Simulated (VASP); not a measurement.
VASP 6.6.1 run: CdS

INCAR

```
LCHARG = .FALSE.
NELM = 76
PREC = Accurate
IBRION = -1
LREAL = .FALSE.
LWAVE = .FALSE.
NELECT = 18.02
ISIF = 2
EDIFF = 1E-7
ENCUT = 520
NBANDS = 16
ISMEAR = -1
SIGMA = 0.02
GGA = PE
LASPH = .TRUE.
NSW = 0
```

KPOINTS

```
KPOINTS created by Atomic Simulation Environment
0
Gamma
8 8 8
0 0 0
```

POSCAR

```
Cd S
 1.0000000000000000
     0.0000000000000000    2.9979991399000001    2.9979991399000001
     2.9979991399000001    0.0000000000000000    2.9979991399000001
     2.9979991399000001    2.9979991399000001    0.0000000000000000
 Cd  S
   1   1
Cartesian
  0.0000000000000000  0.0000000000000000  0.0000000000000000
  1.4989995699500001  1.4989995699500001  1.4989995699500001
```

The recommended PBE PAW datasets give the neutral cell 18 valence electrons.

Command

```
mpirun -np 1 vasp_std
```

Problem. Predict the outcome of this run.

Solution. It converged. Results: pressure -0.9 GPa.

OSZICAR

```
N       E                     dE             d eps       ncg     rms          rms(c)
DAV:   1     0.106917595537E+03    0.10692E+03   -0.88963E+03   952   0.102E+03
DAV:   2    -0.237863262862E+01   -0.10930E+03   -0.10350E+03  1144   0.250E+02
DAV:   3    -0.663631218701E+01   -0.42577E+01   -0.42499E+01  1152   0.514E+01
DAV:   4    -0.666300036336E+01   -0.26688E-01   -0.26686E-01  1192   0.395E+00
DAV:   5    -0.666337611316E+01   -0.37575E-03   -0.37575E-03  1152   0.442E-01    0.694E+00
DAV:   6    -0.611136231521E+01    0.55201E+00   -0.90187E-01  1384   0.109E+01    0.573E+00
DAV:   7    -0.609504689203E+01    0.16315E-01   -0.17776E-01  1152   0.287E+00    0.288E+00
DAV:   8    -0.609503390905E+01    0.12983E-04   -0.15116E-02  1072   0.149E+00    0.247E-01
DAV:   9    -0.609500373687E+01    0.30172E-04   -0.17727E-03  1160   0.568E-01    0.655E-02
DAV:  10    -0.609515437227E+01   -0.15064E-03   -0.23546E-04  1128   0.142E-01    0.733E-02
DAV:  11    -0.609524368181E+01   -0.89310E-04   -0.14848E-04  1080   0.863E-02    0.298E-02
DAV:  12    -0.609523699930E+01    0.66825E-05   -0.18475E-05  1200   0.492E-02    0.829E-03
DAV:  13    -0.609523797157E+01   -0.97227E-06   -0.24924E-06  1144   0.953E-03    0.615E-03
DAV:  14    -0.609523797133E+01    0.24147E-09   -0.23669E-07  1176   0.345E-03
   1 F= -.60952380E+01 E0= -.60950215E+01  d E =-.432941E-03
```

The cell is charged and sits in a uniform background.

For comparison, a separate PBE run of the intended cell, on usual settings and not on those above, gives a gap of 0.96 eV on its mesh and a pressure of -1.5 GPa.
